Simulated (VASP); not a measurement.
# Be (P6_3/mmc) in VASP: a series of runs

The runs below take Be through single point, with PBE.

Program: VASP 6.6.1. These are calculated values, not measurements. Logs are shortened: lines on timing, memory, paths and dates and some standing lists are left out, and cuts for length are marked.

## Step 1: Starting point

The structure is hexagonal, space group P6_3/mmc (No. 194). Conventional cell: a = 2.262 Å, b = 2.262 Å, c = 3.571 Å, α = 90.00°, β = 90.00°, γ = 120.00°. Around Be (site symmetry -6m2) lie 12 Be at 2.21 to 2.26 Å.

## Step 2: Single point, PBE

The input, INCAR:

```
SYSTEM = Be
PREC     = Accurate       ! precision mode
ENCUT    = 300            ! plane-wave cutoff, eV
EDIFF    = 1E-6           ! SCF threshold, eV
ISMEAR   = 1              ! smearing method
SIGMA    = 0.1            ! smearing width, eV
LREAL    = .FALSE.        ! projectors in reciprocal space
LASPH    = .TRUE.         ! aspherical terms in the spheres
NELM     = 120            ! most SCF steps
ALGO     = Normal         ! electronic algorithm
ISIF     = 2              ! what is computed and relaxed
LWAVE    = .FALSE.        ! write WAVECAR
LCHARG   = .FALSE.        ! write CHGCAR
GGA      = PE             ! functional
NBANDS   = 9              ! bands
KPAR     = 4
```

The input, KPOINTS:

```
Automatic mesh
0
G
  22 22 12
  0 0 0
```

The input, POSCAR:

```
Be                                      
1.0
    2.2618905851      0.0000000000      0.0000000000
   -1.1309452926      1.9588547073      0.0000000000
    0.0000000000      0.0000000000      3.5709395564
  Be            
     2
Direct
     0.3333333332999970    0.6666666667000030    0.2500000000000000
     0.6666666667000030    0.3333333332999970    0.7500000000000000
```

Potentials or basis: VASP PAW PBE potentials, release 64 (Be).

Command:

```console
$ cat potpaw_PBE.64/Be/POTCAR > POTCAR
$ mpirun -np 4 vasp_std > vasp.out
```

OUTCAR:

```text
SYSTEM = Be
   PREC = Accurate
   ENCUT = 300
   EDIFF = 1E-6
   ISMEAR = 1
   LREAL = .FALSE.
   LASPH = .TRUE.
   NELM = 120
   ISIF = 2
   GGA = PE

 ion  position               nearest neighbor table
   1  0.333  0.667  0.250-   2 2.21   2 2.21   2 2.21   2 2.21   2 2.21   2 2.21
   2  0.667  0.333  0.750-   1 2.21   1 2.21   1 2.21   1 2.21   1 2.21   1 2.21

  LATTYP: Found a hexagonal cell.
 ALAT       =     2.2618905851
 C/A-ratio  =     1.5787410673

  Lattice vectors:

 A1 = (   2.2618905851,   0.0000000000,   0.0000000000)
 A2 = (  -1.1309452926,   1.9588547073,   0.0000000000)
 A3 = (   0.0000000000,   0.0000000000,   3.5709395564)

Analysis of symmetry for initial positions (statically):
=====================================================================
 Subroutine PRICEL returns:
 Original cell was already a primitive cell.

 Routine SETGRP: Setting up the symmetry group for a
 hexagonal supercell.

 Subroutine GETGRP returns: Found 24 space group operations
 (whereof 12 operations were pure point group operations)
 out of a pool of 24 trial point group operations.

The static configuration has the point symmetry D_3d.
 The point group associated with its full space group is D_6h.

Analysis of symmetry for dynamics (positions and initial velocities):
=====================================================================
 Subroutine PRICEL returns:
 Original cell was already a primitive cell.

 Routine SETGRP: Setting up the symmetry group for a
 hexagonal supercell.

 Subroutine GETGRP returns: Found 24 space group operations
 (whereof 12 operations were pure point group operations)
 out of a pool of 24 trial point group operations.

The dynamic configuration has the point symmetry D_3d.
 The point group associated with its full space group is D_6h.

 Subroutine INISYM returns: Found 24 space group operations
 (whereof 12 operations are pure point group operations),
 and found     1 'primitive' translations

----------------------------------------------------------------------------------------

                                     Primitive cell

  volume of cell :      15.8218

  direct lattice vectors                    reciprocal lattice vectors
     2.261890585  0.000000000  0.000000000     0.442108034  0.255251193  0.000000000
    -1.130945293  1.958854707  0.000000000     0.000000000  0.510502385  0.000000000
     0.000000000  0.000000000  3.570939556     0.000000000  0.000000000  0.280038344

  length of vectors
     2.261890585  2.261890585  3.570939556     0.510502385  0.510502385  0.280038344

  position of ions in fractional coordinates (direct lattice)
     0.333333333  0.666666667  0.250000000
     0.666666667  0.333333333  0.750000000

  ion indices of the primitive-cell ions
   primitive index   ion index
                 1           1
                 2           2

----------------------------------------------------------------------------------------

 KPOINTS: Automatic mesh

Automatic generation of k-mesh.
 Grid dimensions read from file:
 generate k-points for:   22   22   12

 Generating k-lattice:

  Cartesian coordinates                     Fractional coordinates (reciprocal lattice)
     0.020095820  0.011602327  0.000000000     0.045454545  0.000000000  0.000000000
     0.000000000  0.023204654  0.000000000     0.000000000  0.045454545  0.000000000
     0.000000000  0.000000000  0.023336529     0.000000000  0.000000000  0.083333333

  Length of vectors
     0.023204654  0.023204654  0.023336529

  Shift w.r.t. Gamma in fractional coordinates (k-lattice)
     0.000000000  0.000000000  0.000000000

 Subroutine IBZKPT returns following result:
 ===========================================

 Found    364 irreducible k-points:

 Following reciprocal coordinates:
            Coordinates               Weight
  0.000000  0.000000  0.000000      1.000000
  0.045455  0.000000  0.000000      6.000000
  0.090909  0.000000  0.000000      6.000000
  0.136364  0.000000  0.000000      6.000000
  0.181818  0.000000  0.000000      6.000000
  0.227273  0.000000  0.000000      6.000000
[... 16 lines left out ...]
  0.090909  0.090909  0.000000      6.000000
  0.136364  0.090909  0.000000     12.000000
 [... further k-points ...]
   k-points           NKPTS =    364   k-points in BZ     NKDIM =    364   number of bands    NBANDS=      9
   number of dos      NEDOS =    301   number of ions     NIONS =      2
   total plane-waves  NPLWV =   3920
   dimension x,y,z NGX =    14 NGY =   14 NGZ =   20
   dimension x,y,z NGXF=    28 NGYF=   28 NGZF=   40
   ions per type =               2
   NGX,Y,Z   is equivalent  to a cutoff of  10.29, 10.29,  9.31 a.u.
   NGXF,Y,Z  is equivalent  to a cutoff of  20.58, 20.58, 18.62 a.u.
 SYSTEM =  Be
   PREC   = accura    normal or accurate (medium, high low for compatibility)
   ISTART =      0    job   : 0-new  1-cont  2-samecut
   ICHARG =      2    charge: 1-file 2-atom 10-const
   ISPIN  =      1    spin polarized calculation?
   LNONCOLLINEAR =      F non collinear calculations
   LSORBIT =      F    spin-orbit coupling
   LASPH  =      T    aspherical Exc in radial PAW
   ENCUT  =  300.0 eV  22.05 Ry    4.70 a.u.   3.19  3.19  5.04*2*pi/ulx,y,z
   NELM   =    120;   NELMIN=  2; NELMDL= -5     # of ELM steps
   EDIFF  = 0.1E-05   stopping-criterion for ELM
   LREAL  =      F    real-space projection
   EDIFFG = 0.1E-04   stopping-criterion for IOM
   NSW    =      0    number of steps for IOM
   IBRION =     -1    ionic relax: 0-MD 1-quasi-New 2-CG
   NFREE  =      0    steps in history (QN), initial steepest desc. (CG)
   ISIF   =      2    stress and relaxation
   ISYM   =      2    0-nonsym 1-usesym 2-fastsym
   POTIM  = 0.5000    time-step for ionic-motion
   TEBEG  =    0.0;   TEEND  =   0.0 temperature during run
   PSTRESS=    0.0 pullay stress
   NELECT =       4.0000    total number of electrons
   NUPDOWN=      -1.0000    fix difference up-down
   EMIN   =  10.00;   EMAX   =-10.00  energy-range for DOS
   EFERMI =   0.00;   METHOD = LEGACY
   ISMEAR =     1;   SIGMA  =   0.10  broadening in eV -4-tet -1-fermi 0-gaus
   EFERMI_NEDOS =   21; number of points for ismear=-14 and -15
   IALGO  =     38    algorithm
   IMIX   =      4    mixing-type and parameters
     AMIX     =   0.40;   BMIX     =  1.00
     AMIX_MAG =   1.60;   BMIX_MAG =  1.00
  volume/ion in A,a.u.               =       7.91        53.39
  Fermi-wavevector in a.u.,A,eV,Ry     =   1.035165  1.956177 14.579536  1.071566
  Thomas-Fermi vector in A             =   2.169495
   LORBIT       =      0    0 simple, 1 ext, 2 COOP (PROOUT), +10 PAW based schemes
   GGA     = PE    functional components
   LHFCALC =     F    Hartree Fock is set to
   AEXX    =    0.0000 exact exchange contribution
   IVDW    =     0    specifies the selected vdW correction
   LEPSILON=     F    determine dielectric tensor
   LRPA    =     F    only Hartree local field effects (RPA)
 non-spin polarized calculation
 Methfessel and Paxton  Order N= 1 SIGMA  =   0.10
  energy-cutoff  :      300.00
  volume of cell :       15.82
 maximum number of plane-waves:       196
 NGX is ok and might be reduce to    14
   NGX =  7   NGY =  7   NGZ = 11

 number of electron       4.0000000 magnetization

 Free energy of the ion-electron system (eV)
  ---------------------------------------------------
  ext. energy  EPLUGINS =         0.00000000
  ---------------------------------------------------
  free energy    TOTEN  =        -7.53139103 eV

  energy without entropy =       -7.53139238  energy(sigma->0) =       -7.53139148

 E-fermi :   7.2139     XC(G=0): -10.6037

 val. band max:        7.1928699439   @ k =   0.2727   0.2727   0.0833
 cond. band min:       7.2507528988   @ k =   0.2273   0.1818   0.0000
 fundamental gap:      0.0578829548
 Fermi energy:         7.2138948858

 k-point     1 :       0.0000    0.0000    0.0000
  band No.  band energies     occupation
      1      -4.3273      2.00000
      2       2.5588      2.00000
      3       8.0868     -0.00000
      4      23.0666      0.00000
      5      23.0666      0.00000
      6      25.8989      0.00000
      7      25.8989      0.00000
      8      27.8892      0.00000
      9      34.1571      0.00000

 k-point     2 :       0.0455    0.0000    0.0000
  band No.  band energies     occupation
      1      -4.2677      2.00000
      2       2.6368      2.00000
      3       8.1049     -0.00000
      4      22.5596      0.00000
      5      22.6741      0.00000
      6      25.9046      0.00000
      7      26.1154      0.00000
      8      27.7840      0.00000
      9      33.0496      0.00000

 k-point     3 :       0.0909    0.0000    0.0000
  band No.  band energies     occupation
      1      -4.0891      2.00000
      2       2.8706      2.00000
      3       8.1571     -0.00000
      4      21.2538      0.00000
      5      21.8183      0.00000
      6      25.8805      0.00000
      7      26.4172      0.00000
      8      27.4260      0.00000
      9      31.3575      0.00000

 k-point     4 :       0.1364    0.0000    0.0000
  band No.  band energies     occupation
      1      -3.7912      2.00000
      2       3.2597      2.00000
      3       8.2340     -0.00000
      4      19.5283      0.00000
      5      20.8448      0.00000
      6      25.7485      0.00000
      7      26.4560      0.00000
      8      26.7132      0.00000
      9      29.5424      0.00000
[... 205 lines left out ...]
 k-point    22 :       0.4545    0.0455    0.0000
  band No.  band energies     occupation
      1       1.8946      2.00000
      2       4.1450      2.00000
      3      10.4948      0.00000
      4      13.6783      0.00000
      5      13.7959      0.00000
      6      15.3407      0.00000
      7      18.1606      0.00000
      8      23.8671      0.00000
      9      27.0374      0.00000

 k-point    23 :       0.0909    0.0909    0.0000
  band No.  band energies     occupation
      1      -3.6123      2.00000
      2       3.4929      2.00000
      3       8.2802     -0.00000
      4      19.1322      0.00000
      5      19.6837      0.00000
      6      25.7708      0.00000
      7      26.1433      0.00000
      8      26.3120      0.00000
      9      30.2152      0.00000

 k-point    24 :       0.1364    0.0909    0.0000
  band No.  band energies     occupation
      1      -3.1945      2.00000
      2       4.0358      2.00000
      3       8.3622     -0.00000
      4      17.4299      0.00000
      5      18.6913      0.00000
      6      25.2179      0.00000
      7      25.3007      0.00000
      8      25.6504      0.00000
      9      29.5071      0.00000

 [... further k-points ...]
[... 5 lines left out ...]
  --------------------------------------------------------------------------------------
  -------------------------------------------------------------------------------------
  Total        0.0114144      0.0114144      0.0099002     -0.0000000     -0.0000000      0.0000000
  in kB        1.1558654      1.1558654      1.0025272     -0.0000000     -0.0000000      0.0000000
  external PRESSURE =       1.1047527 kB  Pullay stress =       0.0000000 kB

 VOLUME and BASIS-vectors are now :
 -----------------------------------------------------------------------------
  energy-cutoff  :      300.00
  volume of cell :       15.82
      direct lattice vectors                 reciprocal lattice vectors
     2.261890585  0.000000000  0.000000000     0.442108034  0.255251193  0.000000000
    -1.130945293  1.958854707  0.000000000     0.000000000  0.510502385  0.000000000
     0.000000000  0.000000000  3.570939556     0.000000000  0.000000000  0.280038344

 POSITION                                       TOTAL-FORCE (eV/Angst)
 -----------------------------------------------------------------------------------
     -0.00000      1.30590      0.89273         0.000000     -0.000000      0.000000
      1.13095      0.65295      2.67820        -0.000000      0.000000      0.000000
 -----------------------------------------------------------------------------------
    total drift:                                0.000000     -0.000000      0.000000

  FREE ENERGIE OF THE ION-ELECTRON SYSTEM (eV)
  ---------------------------------------------------
  free  energy   TOTEN  =        -7.5313910286 eV

  energy  without entropy=       -7.5313923781  energy(sigma->0) =       -7.53139148
```

Wall time 6.5 s (4 MPI ranks of Intel Xeon Platinum 8488C (Sapphire Rapids), shared host); peak memory 0.12 GiB.

What came out:

```yaml
Free_energy: -7.5314 eV
Pressure: 0.1 GPa
Band_gap_on_the_k_mesh: none (metal or under the smearing width)
```

Caveat: the cutoff is under 1.25 times the usual one of these potentials, so pressure, stress and relaxed cells hold a basis-set (Pulay) error.

## Step 3: Single point, PBE

INCAR, as its differences from that of step 2:

```diff
@@ -2,3 +2,3 @@
 PREC     = Accurate       ! precision mode
-ENCUT    = 300            ! plane-wave cutoff, eV
+ENCUT    = 600            ! plane-wave cutoff, eV
 EDIFF    = 1E-6           ! SCF threshold, eV
```

KPOINTS is that of step 2.

POSCAR is that of step 2.

Potentials or basis: VASP PAW PBE potentials, release 64 (Be).

Command:

```console
$ cat potpaw_PBE.64/Be/POTCAR > POTCAR
$ mpirun -np 4 vasp_std > vasp.out
```

Run time: 12 s. Hardware: 4 MPI ranks of Intel Xeon Platinum 8488C (Sapphire Rapids), shared host; peak memory 0.16 GiB.

The run converged. Its results:

| Item | Value |
| --- | --- |
| Free energy | -7.5347 eV |
| Pressure | 0.1 GPa |
| Band gap on the k mesh | none (metal or under the smearing width) |

Levels at points of the mesh, in eV from the Fermi level:
| k point | band 1 | band 2 | band 3 | band 4 | band 5 | band 6 |
| --- | --- | --- | --- | --- | --- | --- |
| (0.00, 0.00, 0.00) | -11.54 | -4.66 | 0.87 | 15.85 | 15.85 | 18.68 |
| (0.50, 0.00, 0.00) | -5.19 | -3.32 | 3.44 | 6.29 | 6.53 | 9.26 |
| (0.00, 0.00, 0.50) | -9.38 | -9.38 | 10.44 | 10.44 | 17.49 | 17.49 |
| (0.50, 0.00, 0.50) | -3.81 | -3.81 | 1.39 | 1.39 | 11.85 | 11.85 |
